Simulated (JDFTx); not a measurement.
The system is P.

```
CELL_PARAMETERS angstrom
1.64774 -5.46504 0.00000
1.64774 5.46504 0.00000
0.00000 0.00000 4.54364
ATOMIC_POSITIONS crystal
P 0.90414 0.09586 0.58882
P 0.09586 0.90414 0.41118
P 0.59586 0.40414 0.08882
P 0.40414 0.59586 0.91118
```

| Item | Value |
| --- | --- |
| Program | JDFTx 1.7.0 (patched build) |
| Task | single point |
| Functional | PBEsol |
| Potentials or basis | PseudoDojo-SR-PBEsol-0.4.1-standard with smoothed tails |
| Cutoff | 599 eV |
| Density cutoff | 4789 eV |
| k mesh | 8 × 8 × 6 |
| Occupations | fermi-dirac, width 0.05 eV |
| Spin | no spin polarisation |

On this cell: pressure -0.6 GPa; largest force 0.297 eV/Å; band gap on the k mesh 0.01 eV, direct.

The same run follows on a disturbed copy (atoms moved at random, drawn with an rms of 0.05 Å):

```xyz
4
Lattice="1.6477 -5.4650 0.0000 1.6477 5.4650 0.0000 0.0000 0.0000 4.5436" Properties=species:S:1:pos:R:3 pbc="T T T"
P     1.6804   -4.4018    2.6955
P     1.6487    4.4383    1.8815
P     1.6453   -1.0115    0.4248
P     1.6205    0.9952    4.1163
```

Q: What changes?

A: The energy moves by +22.7 meV/atom; pressure 1.3 GPa; largest force 1.401 eV/Å; band gap on the k mesh 0.23 eV, direct.

Forces on the atoms (eV/Å):
```
P   -0.736 -0.015 -0.692
P   -0.026 -0.011  0.181
P    0.036 -0.894 -0.257
P    0.727  0.920  0.768
```

Stress tensor (GPa, compression positive):
```
-0.07 -0.13  1.73
-0.13  2.37  0.13
 1.73  0.13  1.64
```

Caveats: the empty levels aren't tightly converged.

A k mesh can miss the band edges.
